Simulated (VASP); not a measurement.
# TiSi2 (Fddd) in VASP: single point with PBEsol

Aim: the single point of TiSi2 with PBEsol.

Program: VASP 6.6.1. These are calculated values, not measurements. Logs are shortened: lines on timing, memory, paths and dates and some standing lists are left out, and cuts for length are marked.

## (1) Starting point

Symmetry: Fddd, No. 70, orthorhombic system. Conventional cell: a = 4.762 Å, b = 8.182 Å, c = 8.496 Å, α = 90.00°, β = 90.00°, γ = 90.00°. Ti (site symmetry 222) has 10 Si at 2.53 to 2.75 Å as nearest neighbours. Around Si (site symmetry 2) lie 5 Si at 2.52 to 2.77 Å and 5 Ti at 2.53 to 2.75 Å.

## (2) Single point, PBEsol

INCAR reads:

```
SYSTEM = TiSi2
ALGO = Fast
EDIFF = 1E-6
ENCUT = 520
GGA = PS
ISIF = 2
ISMEAR = 0
LASPH = .True.
LCHARG = .True.
LELF = .True.
LREAL = .False.
LVHAR = .True.
LWAVE = .False.
NBANDS = 29
NELM = 100
PREC = Accurate
SIGMA = 0.1
```

KPOINTS reads:

```
k-points
0
Gamma
  10 10 10
  0 0 0
```

POSCAR reads:

```
TiSi2
1.0
    0.0000000000      4.0910612962      4.2480470637
    2.3808780425      0.0000000000      4.2480470637
    2.3808780425      4.0910612962      0.0000000000
Ti Si
2 4
Direct
    0.7500000000      0.7500000000      0.7500000000
    0.5000000000      0.5000000000      0.5000000000
    0.0861670623      0.4138329377      0.0861670623
    0.4138329377      0.0861670623      0.4138329377
    0.1638329377      0.8361670623      0.1638329377
    0.8361670623      0.1638329377      0.8361670623
```

Potentials or basis: VASP PAW PBE potentials, release 64 (Ti_sv, Si).

Started as:

```
$ cat potpaw_PBE.64/Ti_sv/POTCAR potpaw_PBE.64/Si/POTCAR > POTCAR
$ mpirun -np 1 vasp_std > vasp.out
```

OUTCAR:

```text
SYSTEM = TiSi2
   EDIFF = 1E-6
   ENCUT = 520
   GGA = PS
   ISIF = 2
   ISMEAR = 0
   LASPH = .True.
   LREAL = .False.
   NELM = 100
   PREC = Accurate

 ion  position               nearest neighbor table
   1  0.750  0.750  0.750-   6 2.53   5 2.53   6 2.53   5 2.53   4 2.73   4 2.73   3 2.73   3 2.73
                             3 2.75   4 2.75
   2  0.500  0.500  0.500-   3 2.53   4 2.53   3 2.53   4 2.53   5 2.73   5 2.73   6 2.73   6 2.73
                             5 2.75   6 2.75
   3  0.086  0.414  0.086-   5 2.52   5 2.52   2 2.53   2 2.53   4 2.68   1 2.73   1 2.73   1 2.75
                             4 2.77   4 2.77
   4  0.414  0.086  0.414-   6 2.52   6 2.52   2 2.53   2 2.53   3 2.68   1 2.73   1 2.73   1 2.75
                             3 2.77   3 2.77
   5  0.164  0.836  0.164-   3 2.52   3 2.52   1 2.53   1 2.53   6 2.68   2 2.73   2 2.73   2 2.75
                             6 2.77   6 2.77
   6  0.836  0.164  0.836-   4 2.52   4 2.52   1 2.53   1 2.53   5 2.68   2 2.73   2 2.73   2 2.75
                             5 2.77   5 2.77

  LATTYP: Found a face centered orthorhombic cell.
 ALAT       =     4.7617560850
 B/A-ratio  =     1.7182993934
 C/A-ratio  =     1.7842354744

  Lattice vectors:

 A1 = (   0.0000000000,   4.0910612962,   4.2480470637)
 A2 = (   2.3808780425,   0.0000000000,   4.2480470637)
 A3 = (   2.3808780425,   4.0910612962,   0.0000000000)

Analysis of symmetry for initial positions (statically):
=====================================================================
 Subroutine PRICEL returns:
 Original cell was already a primitive cell.

 Routine SETGRP: Setting up the symmetry group for a
 face centered orthorhombic supercell.

 Subroutine GETGRP returns: Found  8 space group operations
 (whereof  4 operations were pure point group operations)
 out of a pool of  8 trial point group operations.

The static configuration has the point symmetry D_2 .
 The point group associated with its full space group is D_2h.

Analysis of symmetry for dynamics (positions and initial velocities):
=====================================================================
 Subroutine PRICEL returns:
 Original cell was already a primitive cell.

 Routine SETGRP: Setting up the symmetry group for a
 face centered orthorhombic supercell.

 Subroutine GETGRP returns: Found  8 space group operations
 (whereof  4 operations were pure point group operations)
 out of a pool of  8 trial point group operations.

The dynamic configuration has the point symmetry D_2 .
 The point group associated with its full space group is D_2h.
[... 107 lines left out ...]
   EDIFF  = 0.1E-05   stopping-criterion for ELM
   LREAL  =      F    real-space projection
   EDIFFG = 0.1E-04   stopping-criterion for IOM
   NSW    =      0    number of steps for IOM
   IBRION =     -1    ionic relax: 0-MD 1-quasi-New 2-CG
   NFREE  =      0    steps in history (QN), initial steepest desc. (CG)
   ISIF   =      2    stress and relaxation
   ISYM   =      2    0-nonsym 1-usesym 2-fastsym
   POTIM  = 0.5000    time-step for ionic-motion
   TEBEG  =    0.0;   TEEND  =   0.0 temperature during run
   PSTRESS=    0.0 pullay stress
   NELECT =      40.0000    total number of electrons
   NUPDOWN=      -1.0000    fix difference up-down
   EMIN   =  10.00;   EMAX   =-10.00  energy-range for DOS
   EFERMI =   0.00;   METHOD = LEGACY
   ISMEAR =     0;   SIGMA  =   0.10  broadening in eV -4-tet -1-fermi 0-gaus
   EFERMI_NEDOS =   21; number of points for ismear=-14 and -15
   IALGO  =     68    algorithm
   IMIX   =      4    mixing-type and parameters
     AMIX     =   0.40;   BMIX     =  1.00
     AMIX_MAG =   1.60;   BMIX_MAG =  1.00
  volume/ion in A,a.u.               =      13.79        93.08
  Fermi-wavevector in a.u.,A,eV,Ry     =   1.284786  2.427893 22.458786  1.650674
  Thomas-Fermi vector in A             =   2.416959
   LORBIT       =      0    0 simple, 1 ext, 2 COOP (PROOUT), +10 PAW based schemes
   GGA     = PS    functional components
   LHFCALC =     F    Hartree Fock is set to
   AEXX    =    0.0000 exact exchange contribution
   IVDW    =     0    specifies the selected vdW correction
   LEPSILON=     F    determine dielectric tensor
   LRPA    =     F    only Hartree local field effects (RPA)
 non-spin polarized calculation
 RMM-DIIS sequential band-by-band and
 Gauss-broadening in eV      SIGMA  =   0.10
  energy-cutoff  :      520.00
  volume of cell :       82.75
 maximum number of plane-waves:      2264
 NGX is ok and might be reduce to    48
   NGX = 21   NGY = 19   NGZ = 17

 number of electron      40.0000004 magnetization

 Free energy of the ion-electron system (eV)
  ---------------------------------------------------
  ext. energy  EPLUGINS =         0.00000000
  ---------------------------------------------------
  free energy    TOTEN  =       -43.68582052 eV

  energy without entropy =      -43.67506194  energy(sigma->0) =      -43.68044123

 E-fermi :  10.2646     XC(G=0): -11.8840

 val. band max:       10.2616638582   @ k =  -0.4000   0.4000   0.2000
 cond. band min:      10.2677683465   @ k =   0.0000   0.2000   0.2000
 fundamental gap:      0.0061044883
 Fermi energy:        10.2646483525

 k-point     1 :       0.0000    0.0000    0.0000
  band No.  band energies     occupation
      1     -45.7004      2.00000
      2     -45.6690      2.00000
      3     -22.2010      2.00000
      4     -22.1812      2.00000
      5     -22.1021      2.00000
      6     -22.0862      2.00000
[... 757 lines left out ...]
     28      14.4925      0.00000
     29      14.5394      0.00000

 [... further k-points ...]
[... 5 lines left out ...]
  --------------------------------------------------------------------------------------
  -------------------------------------------------------------------------------------
  Total        0.0607802      0.0469916      0.0882008      0.0000000      0.0000000      0.0000000
  in kB        1.1767391      0.9097843      1.7076182      0.0000000      0.0000000      0.0000000
  external PRESSURE =       1.2647139 kB  Pullay stress =       0.0000000 kB

 VOLUME and BASIS-vectors are now :
 -----------------------------------------------------------------------------
  energy-cutoff  :      520.00
  volume of cell :       82.75
      direct lattice vectors                 reciprocal lattice vectors
     0.000000000  4.091061296  4.248047064    -0.210006557  0.122217675  0.117701144
     2.380878043  0.000000000  4.248047064     0.210006557 -0.122217675  0.117701144
     2.380878043  4.091061296  0.000000000     0.210006557  0.122217675 -0.117701144

 POSITION                                       TOTAL-FORCE (eV/Angst)
 -----------------------------------------------------------------------------------
      3.57132      6.13659      6.37207         0.000000     -0.000000      0.000000
      2.38088      4.09106      4.24805        -0.000000     -0.000000     -0.000000
      1.19044      0.70503      2.12402         0.000000     -0.000712      0.000000
      1.19044      3.38603      2.12402         0.000000      0.000712      0.000000
      2.38088      1.34050      4.24805        -0.000000      0.000712     -0.000000
      2.38088      6.84162      4.24805        -0.000000     -0.000712     -0.000000
 -----------------------------------------------------------------------------------
    total drift:                               -0.000000     -0.000000     -0.000000

  FREE ENERGIE OF THE ION-ELECTRON SYSTEM (eV)
  ---------------------------------------------------
  free  energy   TOTEN  =       -43.6858205206 eV

  energy  without entropy=      -43.6750619358  energy(sigma->0) =      -43.68044123
```

OSZICAR:

```text
N       E                     dE             d eps       ncg     rms          rms(c)
DAV:   1     0.386581202113E+03    0.38658E+03   -0.18794E+04  9926   0.147E+03
DAV:   2    -0.161686553201E+01   -0.38820E+03   -0.37759E+03  9963   0.431E+02
DAV:   3    -0.439542198301E+02   -0.42337E+02   -0.41505E+02 16681   0.119E+02
[... 26 lines left out ...]
RMM:  30    -0.436858158922E+02   -0.16589E-05   -0.19897E-05 11505   0.137E-02    0.690E-04
RMM:  31    -0.436858176167E+02   -0.17245E-05   -0.20279E-05 11233   0.124E-02    0.434E-04
RMM:  32    -0.436858186765E+02   -0.10598E-05   -0.13225E-05 10834   0.113E-02    0.260E-04
RMM:  33    -0.436858198203E+02   -0.11438E-05   -0.13913E-05 10725   0.106E-02    0.181E-04
RMM:  34    -0.436858205206E+02   -0.70022E-06   -0.92481E-06 10384   0.992E-03
   1 F= -.43685821E+02 E0= -.43680441E+02  d E =-.107586E-01
```

stdout:

```text
POSCAR found type information on POSCAR TiSi
 POSCAR found :  2 types and       6 ions
 scaLAPACK will be used
 -----------------------------------------------------------------------------
|                                                                             |
|                                                                             |
[... 20 lines left out ...]
WARNING in EDDRMM: call to ZHEGV failed, returncode =   8  4     13
WARNING in EDDRMM: call to ZHEGV failed, returncode =   6  3     20
WARNING in EDDRMM: call to ZHEGV failed, returncode =   6  3     23
WARNING in EDDRMM: call to ZHEGV failed, returncode =   8  4      9
WARNING in EDDRMM: call to ZHEGV failed, returncode =   8  4     28
WARNING in EDDRMM: call to ZHEGV failed, returncode =   6  3      9
WARNING in EDDRMM: call to ZHEGV failed, returncode =   8  4     12
WARNING in EDDRMM: call to ZHEGV failed, returncode =   8  4     27
```

It took 16 min on 1 thread of AMD EPYC 9R14 (Zen 4), shared host; peak memory 0.45 GiB.

What came out:

```yaml
Free_energy: -43.6858 eV
Pressure: 0.1 GPa
Band_gap_on_the_k_mesh: none (metal or under the smearing width)
```

Levels at points of the mesh, in eV from the Fermi level:
| k point | band 16 | band 17 | band 18 | band 19 | band 20 | band 21 | band 22 | band 23 | band 24 | band 25 |
| --- | --- | --- | --- | --- | --- | --- | --- | --- | --- | --- |
| (0.00, 0.00, 0.00) | -2.54 | -2.29 | -2.02 | -1.76 | -1.38 | -0.94 | 2.09 | 3.19 | 3.45 | 3.46 |
| (0.50, 0.00, 0.00) | -2.47 | -1.96 | -1.08 | -0.03 | 0.15 | 1.04 | 1.40 | 1.74 | 2.29 | 2.71 |
| (0.50, 0.50, 0.00) | -2.98 | -1.56 | -1.56 | -1.00 | -1.00 | 0.77 | 0.77 | 3.30 | 3.31 | 3.53 |
| (0.50, 0.00, 0.50) | -2.39 | -2.37 | -2.37 | -0.87 | -0.87 | 1.31 | 1.31 | 3.41 | 3.42 | 3.50 |
| (0.00, 0.50, 0.50) | -1.25 | -1.17 | -1.17 | -0.64 | -0.64 | 0.88 | 0.88 | 2.34 | 2.34 | 3.19 |

Caveat: the PAW data sets were made with another functional, which shifts forces and pressure a little.
